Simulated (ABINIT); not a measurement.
The system is Se.

```
CELL_PARAMETERS angstrom
4.36620 0.00000 0.00000
-2.18310 3.78124 0.00000
0.00000 0.00000 4.95360
ATOMIC_POSITIONS crystal
Se 0.77460 0.77460 0.00000
Se 0.00000 0.22540 0.66667
Se 0.22540 0.00000 0.33333
```

Base run:

* Program: ABINIT 10.8.3 (patched build)
* Functional: RPBE
* Potentials or basis: JTH PAW PBE v2.0
* Cutoff: 408 eV
* k mesh: 7 × 7 × 6
* Occupations: fermi-dirac, width 0.05 eV
* Spin: no spin polarisation

Its results: band gap on the k mesh 1.28 eV, indirect (least direct gap 1.53 eV); pressure 4.4 GPa; largest force 0.403 eV/Å.

Question: The run is repeated on the same cell with these changes: functional from RPBE to PW91. What comes out?

Answer: Band gap on the k mesh 1.20 eV, indirect (least direct gap 1.48 eV); pressure 2.6 GPa; largest force 0.452 eV/Å.

PW91 binds more tightly than RPBE, so the same cell stands under less pressure.

Caveats: the PAW data sets were made with another functional, which shifts forces and pressure a little; the mesh misses the band edges, which the band path finds closer together.

Not every run made on this cell is shown here.
